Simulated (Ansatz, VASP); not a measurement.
# Two plane-wave programs on BaTiO3

```
Ba Ti O
1.0
     3.99980    0.00000    0.00000
     0.00000    3.99980    0.00000
     0.00000    0.00000    4.01800
Ba Ti O
1 1 3
Direct
  0.00000 0.00000 0.00000
  0.50000 0.50000 0.49000
  0.50000 0.50000 0.01900
  0.50000 0.00000 0.51700
  0.00000 0.50000 0.51700
```

Alike in both runs: task single point; functional PBE; k mesh 6 × 6 × 6; no spin polarisation; Hubbard terms Ti d U = 2.0 eV.

|  | VASP | Ansatz |
| --- | --- | --- |
| version | VASP 6.6.1 | Ansatz 0.2.0 |
| potentials or method | VASP PAW PBE potentials, release 64 (Ba_sv, Ti_sv, O) | plane waves, PAW |
| plane-wave cutoff (eV) | 520 | 422 |
| occupations | methfessel-paxton of order 1, width 0.05 eV | cold, width 0.05 eV |
| valence electrons in the cell | 40 | 40 |

Ansatz gave:

* gap on the k mesh at the Fermi level (eV): 2.05

Question: Which values does VASP return?

Answer: gap on the k mesh at the Fermi level (eV): 2.00.

The programs project onto different local orbitals, so the same U acts differently.

Caveats: spin-orbit coupling is left out, which moves the levels of the heavy elements. A k mesh can miss the band edges.
